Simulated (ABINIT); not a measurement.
# InAs (F-43m) in ABINIT: notebook

One crystal, InAs, is run at these levels: LDA, PBE; tasks: single point.

Everything below comes from runs of ABINIT 10.8.3 (patched build). Logs are shortened: lines on timing, memory, paths and dates and some standing lists are left out, and cuts for length are marked. The log counts tension as positive stress, the text compression.

**What was measured.**

From a printed reference work, data compilation, for a bulk crystal of InAs at 4.2 K: band gap 0.418 eV (direct).

The runs below are set against these values where they give the same quantity.

## (1) The structure

Symmetry: F-43m, No. 216, cubic system. The conventional cell has a = 6.036 Å, b = 6.036 Å, c = 6.036 Å, α = 90.00°, β = 90.00°, γ = 90.00°. In (site symmetry -43m) has 4 As at 2.61 Å as nearest neighbours. As (site symmetry -43m) has 4 In at 2.61 Å as nearest neighbours.

## (2) Single point, LDA

run.abi

```
pp_dirpath "./"
pseudos "In.LDA_PW-JTH.xml, As.LDA_PW-JTH.xml"

acell 8.0655335175 8.0655335175 8.0655335175
rprim
     0.0000000000     0.7071067812     0.7071067812
     0.7071067812     0.0000000000     0.7071067812
     0.7071067812     0.7071067812     0.0000000000
ntypat 2
znucl 49 33
natom 2
typat 1 2
xred
     0.0000000000     0.0000000000     0.0000000000
     0.7500000000     0.7500000000     0.7500000000

ecut 17.0
pawecutdg 34.0

kptopt 1
ngkpt 6 6 6
nshiftk 1
shiftk 0.0 0.0 0.0

ixc 7

nband 18
occopt 3
tsmear 0.05 eV

nstep 100
tolvrs 1.0e-9

iomode 3
prtwf 0
prtden 0
prteig 0
prtebands 0
```

Potentials or basis: JTH PAW LDA v2.0.

Started as:

```bash
abinit run.abi > log 2>&1
```

run.abo:

```text
.Version 10.8.3 of ABINIT
 Symmetries : space group F-4 3 m (#216); Bravais cF (face-center cubic)
================================================================================
 Values of the parameters that define the memory need of the present run
     intxc =       0    ionmov =       0      iscf =      17    lmnmax =      18
     lnmax =       6     mgfft =      30  mpssoang =       3    mqgrid =    3001
     natom =       2  nloc_mem =       2    nspden =       1   nspinor =       1
    nsppol =       1      nsym =      24    n1xccc =       1    ntypat =       2
    occopt =       3   xclevel =       1
       mpw =        1258          nfft =       27000          nkpt =          16
 PAW method is used; the additional fine FFT grid is defined by:
   mgfftf=        45    nfftf =     91125
================================================================================
================================================================================

--------------------------------------------------------------------------------
------------- Echo of variables that govern the present computation ------------
--------------------------------------------------------------------------------
 -outvars: echo values of preprocessed input variables --------
            acell      8.0655335175E+00  8.0655335175E+00  8.0655335175E+00 Bohr
              amu      1.14820000E+02  7.49215900E+01
             ecut      1.70000000E+01 Hartree
              ixc           7
         kptrlatt        6    0    0      0    6    0      0    0    6
          kptrlen      4.83932011E+01
            natom           2
            nband          18
            ngfft          30      30      30
          ngfftdg          45      45      45
             nkpt          16
            nstep         100
             nsym          24
           ntypat           2
           occopt           3
        pawecutdg      3.40000000E+01 Hartree
           prtden           0
        prtebands           0
           prteig           0
            prtwf           0
            rprim      0.0000000000E+00  7.0710678120E-01  7.0710678120E-01
                       7.0710678120E-01  0.0000000000E+00  7.0710678120E-01
                       7.0710678120E-01  7.0710678120E-01  0.0000000000E+00
          spgroup         216
           tolvrs      1.00000000E-09
           tsmear      1.83746611E-03 Hartree
            typat      1  2
           useylm           1
           xangst      0.0000000000E+00  0.0000000000E+00  0.0000000000E+00
                       4.5269999970E+00  4.5269999970E+00  4.5269999970E+00
            xcart      0.0000000000E+00  0.0000000000E+00  0.0000000000E+00
                       8.5547901663E+00  8.5547901663E+00  8.5547901663E+00
             xred      0.0000000000E+00  0.0000000000E+00  0.0000000000E+00
                       7.5000000000E-01  7.5000000000E-01  7.5000000000E-01
            znucl       49.00000   33.00000

================================================================================

 chkinp: Checking input parameters for consistency.

================================================================================
== DATASET  1 ==================================================================

--- !DatasetInfo
iteration_state: {dtset: 1, }
dimensions: {natom: 2, nkpt: 16, mband: 18, nsppol: 1, nspinor: 1, nspden: 1, mpw: 1258, }
cutoff_energies: {ecut:  17.0, pawecutdg:  34.0, }
electrons: {nelect:   2.80000000E+01, charge:   0.00000000E+00, occopt:   3.00000000E+00, tsmear:   1.83746611E-03, }
meta: {optdriver: 0, ionmov: 0, optcell: 0, iscf: 17, paral_kgb: 0, }
...

 Exchange-correlation functional for the present dataset will be:
  LDA: Perdew-Wang 92 LSD fit to Ceperley-Alder data - ixc=7
  J.P.Perdew and Y.Wang, PRB 45, 13244 (1992)

 Real(R)+Recip(G) space primitive vectors, cartesian coordinates (Bohr,Bohr^-1):
 R(1)=  0.0000000  5.7031934  5.7031934  G(1)= -0.0876702  0.0876702  0.0876702
 R(2)=  5.7031934  0.0000000  5.7031934  G(2)=  0.0876702 -0.0876702  0.0876702
 R(3)=  5.7031934  5.7031934  0.0000000  G(3)=  0.0876702  0.0876702 -0.0876702
 Unit cell volume ucvol=  3.7100888E+02 bohr^3
 Angles (23,13,12)=  6.00000000E+01  6.00000000E+01  6.00000000E+01 degrees

 Coarse grid specifications (used for wave-functions):

 getcut: wavevector=  0.0000  0.0000  0.0000  ngfft=  30  30  30
         ecut(hartree)=     17.000   => boxcut(ratio)=   2.00623

 Fine grid specifications (used for densities):

 getcut: wavevector=  0.0000  0.0000  0.0000  ngfft=  45  45  45
         ecut(hartree)=     34.000   => boxcut(ratio)=   2.07833

--- Pseudopotential description ------------------------------------------------
- pspini: atom type   1  psp file is ./In.LDA_PW-JTH.xml
 Pseudopotential format is: paw10
 basis_size (lnmax)=  6 (lmn_size= 18), orbitals=   0   0   1   1   2   2
 Spheres core radius: rc_sph= 2.50644782
 Shapefunction is BESSEL type: shapef(r,l)=aa(1,l)*jl(q(1,l)*r)+aa(2,l)*jl(q(2,l)*r)
 Radius for shape functions =  1.40569481
 Compensation charge density is not taken into account in XC energy/potential

- pspini: atom type   2  psp file is ./As.LDA_PW-JTH.xml
 Pseudopotential format is: paw10
 basis_size (lnmax)=  6 (lmn_size= 18), orbitals=   0   0   1   1   2   2
 Spheres core radius: rc_sph= 2.10391912
 Shapefunction is BESSEL type: shapef(r,l)=aa(1,l)*jl(q(1,l)*r)+aa(2,l)*jl(q(2,l)*r)
 Radius for shape functions =  1.70360438
 Compensation charge density is not taken into account in XC energy/potential

   1.31503144E+03                                ecore*ucvol(ha*bohr**3)
--------------------------------------------------------------------------------

[... 7 lines left out ...]

     iter   Etot(hartree)      deltaE(h)  residm     nres2
 ETOT  1  -171.58636004053    -1.716E+02 6.583E-01 3.976E+00
 ETOT  2  -172.32824643116    -7.419E-01 4.894E-02 2.733E+00
 ETOT  3  -172.32452620614     3.720E-03 4.981E-02 7.154E-01
 ETOT  4  -172.32254724765     1.979E-03 6.762E-04 3.046E-02
 ETOT  5  -172.32255526411    -8.016E-06 2.563E-04 1.886E-03
 ETOT  6  -172.32255682430    -1.560E-06 7.762E-05 6.271E-04
 ETOT  7  -172.32255689706    -7.277E-08 5.732E-05 1.281E-05
 ETOT  8  -172.32255695976    -6.269E-08 8.064E-05 8.862E-07
 ETOT  9  -172.32255696861    -8.856E-09 9.161E-05 6.752E-08
 ETOT 10  -172.32255696867    -6.091E-11 8.435E-05 8.939E-09
 ETOT 11  -172.32255696871    -3.357E-11 6.408E-05 7.948E-10

 At SCF step   11       nres2   =  7.95E-10 < tolvrs=  1.00E-09 =>converged.

 Cartesian components of stress tensor (hartree/bohr^3)
  sigma(1 1)=  3.25946572E-05  sigma(3 2)=  0.00000000E+00
  sigma(2 2)=  3.25946572E-05  sigma(3 1)=  0.00000000E+00
  sigma(3 3)=  3.25946572E-05  sigma(2 1)=  0.00000000E+00

--- !ResultsGS
iteration_state: {dtset: 1, }
comment   : Summary of ground state results
lattice_vectors:
- [  0.0000000,   5.7031934,   5.7031934, ]
- [  5.7031934,   0.0000000,   5.7031934, ]
- [  5.7031934,   5.7031934,   0.0000000, ]
lattice_lengths: [   8.06553,    8.06553,    8.06553, ]
lattice_angles: [ 60.000,  60.000,  60.000, ] # degrees, (23, 13, 12)
lattice_volume:   3.7100888E+02
convergence: {deltae: -3.357E-11, res2:  7.948E-10, residm:  6.408E-05, diffor: null, }
etotal    :  -1.72322557E+02
entropy   :   0.00000000E+00
fermie    :   1.47944727E-01
cartesian_stress_tensor: # hartree/bohr^3
- [  3.25946572E-05,   0.00000000E+00,   0.00000000E+00, ]
- [  0.00000000E+00,   3.25946572E-05,   0.00000000E+00, ]
- [  0.00000000E+00,   0.00000000E+00,   3.25946572E-05, ]
pressure_GPa:  -9.5897E-01
xred      :
- [  0.0000E+00,   0.0000E+00,   0.0000E+00, In]
- [  7.5000E-01,   7.5000E-01,   7.5000E-01, As]
cartesian_forces: # hartree/bohr
- [ -0.00000000E+00,  -0.00000000E+00,  -0.00000000E+00, ]
- [ -0.00000000E+00,  -0.00000000E+00,  -0.00000000E+00, ]
force_length_stats: {min:   0.00000000E+00, max:   0.00000000E+00, mean:   0.00000000E+00, }
...

 Integrated electronic density in atomic spheres:
 ------------------------------------------------
 Atom  Sphere_radius  Integrated_density
    1        2.50645         11.24817114
    2        2.10392         12.70511628

================================================================================

 ----iterations are completed or convergence reached----

 Mean square residual over all n,k,spin=   24.373E-08; max=  64.083E-06
 reduced coordinates (array xred) for    2 atoms
       0.000000000000      0.000000000000      0.000000000000
       0.750000000000      0.750000000000      0.750000000000
 rms dE/dt=  0.0000E+00; max dE/dt=  0.0000E+00; dE/dt below (all hartree)
    1       0.000000000000      0.000000000000      0.000000000000
    2       0.000000000000      0.000000000000      0.000000000000

 cartesian coordinates (angstrom) at end:
    1      0.00000000000000     0.00000000000000     0.00000000000000
    2      4.52699999700786     4.52699999700786     4.52699999700786

 cartesian forces (hartree/bohr) at end:
    1     -0.00000000000000    -0.00000000000000    -0.00000000000000
    2     -0.00000000000000    -0.00000000000000    -0.00000000000000
 frms,max,avg= 0.0000000E+00 0.0000000E+00   0.000E+00  0.000E+00  0.000E+00 h/b

 cartesian forces (eV/Angstrom) at end:
    1     -0.00000000000000    -0.00000000000000    -0.00000000000000
    2     -0.00000000000000    -0.00000000000000    -0.00000000000000
 frms,max,avg= 0.0000000E+00 0.0000000E+00   0.000E+00  0.000E+00  0.000E+00 e/A
 length scales=  8.065533517500  8.065533517500  8.065533517500 bohr
              =  4.268096528340  4.268096528340  4.268096528340 angstroms
 Fermi (or HOMO) energy (hartree) =   0.14794   Average Vxc (hartree)=  -0.34374
 Eigenvalues (hartree) for nkpt=  16  k points:
 kpt#   1, nband= 18, wtk=  0.00463, kpt=  0.0000  0.0000  0.0000 (reduced coord)
  -1.14420   -1.14420   -1.14420   -1.14394   -1.14394   -0.38048   -0.38048   -0.38048
  -0.37575   -0.37575   -0.29390    0.13055    0.14664    0.14664    0.14664    0.28692
   0.28692    0.28692
      occupation numbers for kpt#   1
   2.00000    2.00000    2.00000    2.00000    2.00000    2.00000    2.00000    2.00000
   2.00000    2.00000    2.00000    1.99985    1.34184    1.34184    1.34184    0.00000
   0.00000    0.00000
 prteigrs : prtvol=0 or 1, do not print more k-points.

--- !EnergyTerms
iteration_state     : {dtset: 1, }
comment             : Components of total free energy in Hartree
kinetic             :  1.80025233149154E+01
hartree             :  6.03243035900309E+01
xc                  : -9.64276591510147E+00
Ewald energy        : -9.28949152013881E+01
psp_core            :  3.54447431121945E+00
local_psp           : -1.61742192463157E+02
PAW spherical_terms :  1.00860534261701E+01
internal            : -1.72322518937310E+02
'-kT*entropy'       : -3.41404565535921E-05
total_energy        : -1.72322553077767E+02
total_energy_eV     : -4.68913555069267E+03
...

--- !EnergyTermsDC
iteration_state     : {dtset: 1, }
comment             : '"Double-counting" decomposition of free energy'
band_energy         : -1.54880521127447E+01
Ewald energy        : -9.28949152013881E+01
psp_core            :  3.54447431121945E+00
xc_dc               : -6.24109541366059E+01
PAW spherical_terms : -5.07307568873120E+00
internal            : -1.72322522828250E+02
'-kT*entropy'       : -3.41404565535921E-05
total_energy_dc     : -1.72322556968707E+02
total_energy_dc_eV  : -4.68913565657055E+03
...

--- !EnergyTermsWithPAWCore
iteration_state     : {dtset: 1, }
comment             : 'Components of total free energy, including PAW core contributions'
Total energy        : -8.13452098405478E+03
Total energy DC     : -8.13452098794572E+03
Total energy (eV)   : -2.21351592423152E+05
Total energy DC (eV): -2.21351592529030E+05
...

 Cartesian components of stress tensor (hartree/bohr^3)
  sigma(1 1)=  3.25946572E-05  sigma(3 2)=  0.00000000E+00
  sigma(2 2)=  3.25946572E-05  sigma(3 1)=  0.00000000E+00
  sigma(3 3)=  3.25946572E-05  sigma(2 1)=  0.00000000E+00

-Cartesian components of stress tensor (GPa)         [Pressure= -9.5897E-01 GPa]
- sigma(1 1)=  9.58967923E-01  sigma(3 2)=  0.00000000E+00
- sigma(2 2)=  9.58967923E-01  sigma(3 1)=  0.00000000E+00
- sigma(3 3)=  9.58967923E-01  sigma(2 1)=  0.00000000E+00

== END DATASET(S) ==============================================================
================================================================================

 -outvars: echo values of variables after computation  --------
            acell      8.0655335175E+00  8.0655335175E+00  8.0655335175E+00 Bohr
           etotal     -1.7232255697E+02
            fcart     -0.0000000000E+00 -0.0000000000E+00 -0.0000000000E+00
                      -0.0000000000E+00 -0.0000000000E+00 -0.0000000000E+00
            rprim      0.0000000000E+00  7.0710678120E-01  7.0710678120E-01
                       7.0710678120E-01  0.0000000000E+00  7.0710678120E-01
                       7.0710678120E-01  7.0710678120E-01  0.0000000000E+00
           strten      3.2594657191E-05  3.2594657191E-05  3.2594657191E-05
                       0.0000000000E+00  0.0000000000E+00  0.0000000000E+00
           xangst      0.0000000000E+00  0.0000000000E+00  0.0000000000E+00
                       4.5269999970E+00  4.5269999970E+00  4.5269999970E+00
             xred      0.0000000000E+00  0.0000000000E+00  0.0000000000E+00
                       7.5000000000E-01  7.5000000000E-01  7.5000000000E-01
 Calculation completed.
```

It took 10 s on 1 thread of Arm Neoverse V2, shared host; peak memory 0.11 GiB.

Results:

- Free energy: -4689.1357 eV
- Band gap on the k mesh: none (metal or under the smearing width)
- Valence electrons inside the program's atomic spheres: In 11.25; As 12.71

Levels at points of the mesh, in eV from the Fermi level:
```csv
k point,band 12,band 13,band 14,band 15,band 16,band 17
"(0.00, 0.00, 0.00)",-0.47,-0.04,-0.04,-0.04,3.78,3.78
"(0.50, 0.00, 0.00)",-5.92,-1.05,-1.05,0.74,4.58,4.58
"(0.50, 0.50, 0.00)",-6.00,-2.41,-2.41,1.37,1.91,9.05
```

Caveat: the cutoff is too short for stress, so the log's stress isn't used; this crystal is a semiconductor, whose small gap the functional closes, so the metal is an error of the method.

(Part 1 of 2 ends here.)
